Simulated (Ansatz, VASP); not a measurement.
# Bi: VASP beside Ansatz

```
Bi
1.0
    -1.87734    1.87734    1.87734
     1.87734   -1.87734    1.87734
     1.87734    1.87734   -1.87734
Bi
1
Direct
  0.00000 0.00000 0.00000
```

Alike in both runs: functional PBEsol; k mesh 16 × 16 × 16; occupations fermi-dirac, width 0.1 eV; no spin polarisation.

Ansatz relaxed the structure, and its values are those at the end. VASP's run is a single point on that final structure, the one shown.

|  | VASP | Ansatz |
| --- | --- | --- |
| version | VASP 6.6.1 | Ansatz 0.2.0 |
| potentials or method | VASP PAW PBE potentials, release 64 (Bi_d) | scalar-relativistic, plane waves, PAW |
| plane-wave cutoff (eV) | 520 | 420 |
| valence electrons in the cell | 15 | 15 |

```tsv
	VASP	Ansatz	Ansatz less VASP
gap on the k mesh at the Fermi level (eV)	none	none	-
pressure (GPa)	10.1	10.1	+0.03
```

A gap of «none» marks a metal or a gap that the smearing closes.

Caveats: the PAW data sets were made with another functional, which shifts forces and pressure a little (VASP); spin-orbit coupling is left out, which moves the levels of the heavy elements.
